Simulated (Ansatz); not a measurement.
The system is SnTe.

```
CELL_PARAMETERS angstrom
0.00000 3.61115 3.61115
3.61115 0.00000 3.61115
3.61115 3.61115 0.00000
ATOMIC_POSITIONS crystal
Te 0.25000 0.25000 0.25000
Sn 0.00000 0.00000 0.00000
```

Measurements of this composition are mostly on another form, of space group No. 225.

Base run:

| Quantity | Value |
| --- | --- |
| Program | Ansatz 0.2.0 |
| Functional | PBE |
| Potentials or basis | all-electron LAPW, scalar-relativistic |
| Cutoff | 189 eV (chosen from the basis error) |
| Basis error allowed | 0.001 eV/atom |
| k mesh | 7 × 7 × 7 |
| Occupations | gaussian, width 0.05 eV |
| Spin | no spin polarisation |

Its results: band gap on the k mesh 0.33 eV, indirect (least direct gap 0.83 eV); pressure 0.0 GPa.

Task: The run is repeated on the same cell with these changes: functional from PBE to RPBE. What comes out?

Result: Band gap on the k mesh 0.42 eV, indirect (least direct gap 0.89 eV); pressure 1.0 GPa.

RPBE binds less tightly than PBE, so the same cell stands under more pressure.

Caveats: spin-orbit coupling is left out, which moves the levels of the heavy elements; an odd mesh through Γ misses points on the zone boundary, where band edges often lie.
